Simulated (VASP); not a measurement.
# Hf (Im-3m) in VASP: a series of runs

One crystal, Hf, is run at these levels: r2SCAN; tasks: single point.

All numbers are computed with VASP 6.6.1; they aren't measurements. Logs are shortened: lines on timing, memory, paths and dates and some standing lists are left out, and cuts for length are marked.

## (1) The structure

The structure is cubic, space group Im-3m (No. 229). Conventional cell: a = 3.610 Å, b = 3.610 Å, c = 3.610 Å, α = 90.00°, β = 90.00°, γ = 90.00°. Around Hf (site symmetry m-3m) lie 8 Hf at 3.13 Å.

This isn't the form of Hf at room conditions, which is hcp.

## (2) Single point, r2SCAN

POSCAR

```
Hf
1.0
   -1.8050000000      1.8050000000      1.8050000000
    1.8050000000     -1.8050000000      1.8050000000
    1.8050000000      1.8050000000     -1.8050000000
Hf
1
Direct
    0.0000000000      0.0000000000      0.0000000000
```

INCAR.step1

```
SYSTEM = Hf
PREC = Accurate
ENCUT = 520
ISMEAR = 0
SIGMA = 0.15
LREAL = .False.
LASPH = .True.
NELM = 100
NBANDS = 11
GGA = PE
ALGO = Normal
EDIFF = 1E-4
LWAVE = .True.
LCHARG = .False.
```

INCAR.step2

```
SYSTEM = Hf
PREC = Accurate
ENCUT = 520
EDIFF = 1E-7
ISMEAR = 0
SIGMA = 0.15
LREAL = .False.
LASPH = .True.
NELM = 100
ALGO = Normal
ISIF = 2
LWAVE = .False.
LCHARG = .False.
METAGGA = R2SCAN
LMIXTAU = .True.
NBANDS = 11
ISTART = 1
```

KPOINTS

```
regular mesh
0
Gamma
  20 20 20
  0 0 0
```

Potentials or basis: VASP PAW PBE potentials, release 64 (Hf_pv).

Command:

```bash
cat potpaw_PBE.64/Hf_pv/POTCAR > POTCAR
cp INCAR.step1 INCAR
mpirun -np 1 vasp_std > vasp.out
cp INCAR.step2 INCAR
mpirun -np 1 vasp_std > vasp.out
```

OUTCAR:

```text
SYSTEM = Hf
   PREC = Accurate
   ENCUT = 520
   EDIFF = 1E-7
   ISMEAR = 0
   LREAL = .False.
   LASPH = .True.
   NELM = 100
   ISIF = 2
   METAGGA = R2SCAN
   ISTART = 1

 ion  position               nearest neighbor table
   1  0.000  0.000  0.000-

  LATTYP: Found a body centered cubic cell.
 ALAT       =     3.6100000000

  Lattice vectors:

 A1 = (  -1.8050000000,   1.8050000000,   1.8050000000)
 A2 = (   1.8050000000,  -1.8050000000,   1.8050000000)
 A3 = (   1.8050000000,   1.8050000000,  -1.8050000000)

Analysis of symmetry for initial positions (statically):
=====================================================================
 Subroutine PRICEL returns:
 Original cell was already a primitive cell.

 Routine SETGRP: Setting up the symmetry group for a
 body centered cubic supercell.

 Subroutine GETGRP returns: Found 48 space group operations
 (whereof 48 operations were pure point group operations)
 out of a pool of 48 trial point group operations.

The static configuration has the point symmetry O_h .

Analysis of symmetry for dynamics (positions and initial velocities):
=====================================================================
 Subroutine PRICEL returns:
 Original cell was already a primitive cell.

 Routine SETGRP: Setting up the symmetry group for a
 body centered cubic supercell.

 Subroutine GETGRP returns: Found 48 space group operations
 (whereof 48 operations were pure point group operations)
 out of a pool of 48 trial point group operations.

The dynamic configuration has the point symmetry O_h .

 Subroutine INISYM returns: Found 48 space group operations
 (whereof 48 operations are pure point group operations),
 and found     1 'primitive' translations

----------------------------------------------------------------------------------------

                                     Primitive cell

  volume of cell :      23.5229

  direct lattice vectors                    reciprocal lattice vectors
    -1.805000000  1.805000000  1.805000000     0.000000000  0.277008310  0.277008310
     1.805000000 -1.805000000  1.805000000     0.277008310  0.000000000  0.277008310
     1.805000000  1.805000000 -1.805000000     0.277008310  0.277008310  0.000000000

  length of vectors
     3.126351708  3.126351708  3.126351708     0.391748909  0.391748909  0.391748909

  position of ions in fractional coordinates (direct lattice)
     0.000000000  0.000000000  0.000000000

  ion indices of the primitive-cell ions
   primitive index   ion index
                 1           1

----------------------------------------------------------------------------------------

 KPOINTS: regular mesh

Automatic generation of k-mesh.
 Grid dimensions read from file:
 generate k-points for:   20   20   20

 Generating k-lattice:

  Cartesian coordinates                     Fractional coordinates (reciprocal lattice)
     0.000000000  0.013850416  0.013850416     0.050000000  0.000000000  0.000000000
     0.013850416  0.000000000  0.013850416     0.000000000  0.050000000  0.000000000
     0.013850416  0.013850416  0.000000000     0.000000000  0.000000000  0.050000000

  Length of vectors
     0.019587445  0.019587445  0.019587445

  Shift w.r.t. Gamma in fractional coordinates (k-lattice)
     0.000000000  0.000000000  0.000000000

 Subroutine IBZKPT returns following result:
 ===========================================

 Found    256 irreducible k-points:

 Following reciprocal coordinates:
            Coordinates               Weight
  0.000000  0.000000  0.000000      1.000000
  0.050000  0.000000  0.000000     12.000000
  0.100000  0.000000  0.000000     12.000000
  0.150000  0.000000  0.000000     12.000000
  0.200000  0.000000  0.000000     12.000000
  0.250000  0.000000  0.000000     12.000000
[... 16 lines left out ...]
  0.200000  0.100000  0.000000     48.000000
  0.250000  0.100000  0.000000     48.000000
 [... further k-points ...]
   k-points           NKPTS =    256   k-points in BZ     NKDIM =    256   number of bands    NBANDS=     11
   number of dos      NEDOS =    301   number of ions     NIONS =      1
   total plane-waves  NPLWV =  13824
   dimension x,y,z NGX =    24 NGY =   24 NGZ =   24
   dimension x,y,z NGXF=    48 NGYF=   48 NGZF=   48
   ions per type =               1
   NGX,Y,Z   is equivalent  to a cutoff of  12.76, 12.76, 12.76 a.u.
   NGXF,Y,Z  is equivalent  to a cutoff of  25.52, 25.52, 25.52 a.u.
 SYSTEM =  Hf
   PREC   = accura    normal or accurate (medium, high low for compatibility)
   ISTART =      1    job   : 0-new  1-cont  2-samecut
   ICHARG =      0    charge: 1-file 2-atom 10-const
   ISPIN  =      1    spin polarized calculation?
   LNONCOLLINEAR =      F non collinear calculations
   LSORBIT =      F    spin-orbit coupling
   LASPH  =      T    aspherical Exc in radial PAW
   ENCUT  =  520.0 eV  38.22 Ry    6.18 a.u.   5.81  5.81  5.81*2*pi/ulx,y,z
   NELM   =    100;   NELMIN=  2; NELMDL=  0     # of ELM steps
   EDIFF  = 0.1E-06   stopping-criterion for ELM
   LREAL  =      F    real-space projection
   EDIFFG = 0.1E-05   stopping-criterion for IOM
   NSW    =      0    number of steps for IOM
   IBRION =     -1    ionic relax: 0-MD 1-quasi-New 2-CG
   NFREE  =      0    steps in history (QN), initial steepest desc. (CG)
   ISIF   =      2    stress and relaxation
   ISYM   =      2    0-nonsym 1-usesym 2-fastsym
   POTIM  = 0.5000    time-step for ionic-motion
   TEBEG  =    0.0;   TEEND  =   0.0 temperature during run
   PSTRESS=    0.0 pullay stress
   NELECT =      10.0000    total number of electrons
   NUPDOWN=      -1.0000    fix difference up-down
   EMIN   =  10.00;   EMAX   =-10.00  energy-range for DOS
   EFERMI =   0.00;   METHOD = LEGACY
   ISMEAR =     0;   SIGMA  =   0.15  broadening in eV -4-tet -1-fermi 0-gaus
   EFERMI_NEDOS =   21; number of points for ismear=-14 and -15
   IALGO  =     38    algorithm
   IMIX   =      4    mixing-type and parameters
     AMIX     =   0.40;   BMIX     =  1.00
     AMIX_MAG =   1.60;   BMIX_MAG =  1.00
  volume/ion in A,a.u.               =      23.52       158.74
  Fermi-wavevector in a.u.,A,eV,Ry     =   1.230961  2.326179 20.616432  1.515265
  Thomas-Fermi vector in A             =   2.365789
   LORBIT       =      0    0 simple, 1 ext, 2 COOP (PROOUT), +10 PAW based schemes
   METAGGA = R2SCAN    functional components
   LHFCALC =     F    Hartree Fock is set to
   AEXX    =    0.0000 exact exchange contribution
   IVDW    =     0    specifies the selected vdW correction
   LEPSILON=     F    determine dielectric tensor
   LRPA    =     F    only Hartree local field effects (RPA)
 non-spin polarized calculation
 Gauss-broadening in eV      SIGMA  =   0.15
  energy-cutoff  :      520.00
  volume of cell :       23.52
 maximum number of plane-waves:       682
   NGX = 11   NGY = 11   NGZ = 11

 number of electron      10.0000001 magnetization

 Free energy of the ion-electron system (eV)
  ---------------------------------------------------
  ext. energy  EPLUGINS =         0.00000000
  ---------------------------------------------------
  free energy    TOTEN  =       -44.92279354 eV

  energy without entropy =      -44.89961906  energy(sigma->0) =      -44.91120630

 E-fermi :   4.1349     XC(G=0): -11.9189

 val. band max:        4.1267694051   @ k =   0.3000   0.2000  -0.0000
 cond. band min:       4.1395034052   @ k =   0.2500   0.1000   0.0500
 fundamental gap:      0.0127340001
 Fermi energy:         4.1348810295

 k-point     1 :       0.0000    0.0000    0.0000
  band No.  band energies     occupation
      1     -27.0639      2.00000
      2     -27.0639      2.00000
      3     -27.0639      2.00000
      4      -3.0975      2.00000
      5       5.8473      0.00000
      6       5.8473      0.00000
      7       5.8473      0.00000
      8       8.5286      0.00000
      9       8.5286      0.00000
     10      16.0601      0.00000
     11      17.8289      0.00000

 k-point     2 :       0.0500    0.0000    0.0000
  band No.  band energies     occupation
      1     -27.0824      2.00000
      2     -27.0696      2.00000
      3     -27.0640      2.00000
      4      -3.0066      2.00000
      5       5.7810      0.00000
      6       5.8210      0.00000
      7       5.9348      0.00000
      8       8.4198      0.00000
      9       8.5271      0.00000
     10      16.0601      0.00000
     11      17.9154      0.00000

 k-point     3 :       0.1000    0.0000    0.0000
  band No.  band energies     occupation
      1     -27.1355      2.00000
      2     -27.0862      2.00000
      3     -27.0642      2.00000
      4      -2.7394      2.00000
      5       5.5958      0.00000
      6       5.7181      0.00000
      7       6.1956      0.00000
      8       8.1793      0.00000
      9       8.5273      0.00000
     10      16.0600      0.00000
     11      18.1363      0.00000

 k-point     4 :       0.1500    0.0000    0.0000
  band No.  band energies     occupation
      1     -27.2174      2.00000
      2     -27.1119      2.00000
      3     -27.0645      2.00000
      4      -2.3121      2.00000
      5       5.3263      0.00000
      6       5.4902      0.00000
      7       6.6238      0.00000
      8       7.9838      0.00000
      9       8.5421      0.00000
     10      16.0600      0.00000
     11      18.3494      0.00000
[... 239 lines left out ...]
 k-point    22 :       0.1500    0.1000   -0.0000
  band No.  band energies     occupation
      1     -27.3524      2.00000
      2     -27.1421      2.00000
      3     -27.0864      2.00000
      4      -1.5156      2.00000
      5       4.9240      0.00000
      6       4.9684      0.00000
      7       7.5101      0.00000
      8       7.6999      0.00000
      9       8.8169      0.00000
     10      16.0598      0.00000
     11      18.6264      0.00000

 k-point    23 :       0.2000    0.1000    0.0000
  band No.  band energies     occupation
      1     -27.4497      2.00000
      2     -27.1812      2.00000
      3     -27.0888      2.00000
      4      -0.8790      2.00000
      5       4.5572      0.00007
      6       4.6771      0.00000
      7       7.7540      0.00000
      8       8.2494      0.00000
      9       8.9439      0.00000
     10      16.0594      0.00000
     11      17.7294      0.00000

 k-point    24 :       0.2500    0.1000    0.0000
  band No.  band energies     occupation
      1     -27.5445      2.00000
      2     -27.2217      2.00000
      3     -27.0904      2.00000
      4      -0.2181      2.00000
      5       4.2475      0.28813
      6       4.4212      0.00695
      7       7.9199      0.00000
      8       9.0490      0.00000
      9       9.0919      0.00000
     10      16.0578      0.00000
     11      16.6782      0.00000

 [... further k-points ...]

------------------------ aborting loop because EDIFF is reached ----------------------------------------

  FORCE on cell =-STRESS in cart. coord.  units (eV):
  Direction    XX          YY          ZZ          XY          YZ          ZX
  --------------------------------------------------------------------------------------
  -------------------------------------------------------------------------------------
  Total       -0.8604378     -0.8604378     -0.8604378      0.0000000     -0.0000000      0.0000000
  in kB      -58.6055099    -58.6055099    -58.6055099      0.0000000     -0.0000000      0.0000000
  external PRESSURE =     -58.6055099 kB  Pullay stress =       0.0000000 kB

 VOLUME and BASIS-vectors are now :
 -----------------------------------------------------------------------------
  energy-cutoff  :      520.00
  volume of cell :       23.52
      direct lattice vectors                 reciprocal lattice vectors
    -1.805000000  1.805000000  1.805000000     0.000000000  0.277008310  0.277008310
     1.805000000 -1.805000000  1.805000000     0.277008310  0.000000000  0.277008310
     1.805000000  1.805000000 -1.805000000     0.277008310  0.277008310  0.000000000

 POSITION                                       TOTAL-FORCE (eV/Angst)
 -----------------------------------------------------------------------------------
      0.00000      0.00000      0.00000         0.000000      0.000000     -0.000000
 -----------------------------------------------------------------------------------
    total drift:                                0.000000      0.000000      0.000000

  FREE ENERGIE OF THE ION-ELECTRON SYSTEM (eV)
  ---------------------------------------------------
  free  energy   TOTEN  =       -44.9227935409 eV

  energy  without entropy=      -44.8996190619  energy(sigma->0) =      -44.91120630
```

It took 68 s on 1 thread of Intel Xeon 6975P-C (Granite Rapids), shared host; peak memory 0.2 GiB.

Results:

- Free energy: -44.9228 eV
- Pressure: -5.9 GPa
- Band gap on the k mesh: none (metal or under the smearing width)

Levels at points of the mesh, in eV from the Fermi level:
```csv
k point,band 1,band 2,band 3,band 4,band 5,band 6,band 7,band 8,band 9,band 10
"(0.00, 0.00, 0.00)",-31.20,-31.20,-31.20,-7.23,1.71,1.71,1.71,4.39,4.39,11.93
"(0.50, 0.00, 0.00)",-31.91,-31.43,-31.20,-3.33,-0.31,0.67,4.24,5.18,7.48,10.09
"(0.50, 0.50, 0.50)",-31.69,-31.69,-31.69,-2.49,-2.49,6.71,6.71,6.71,7.08,7.08
```

Caveat: the PAW data sets were made with another functional, which shifts forces and pressure a little.

(Part 1 of 2 ends here.)
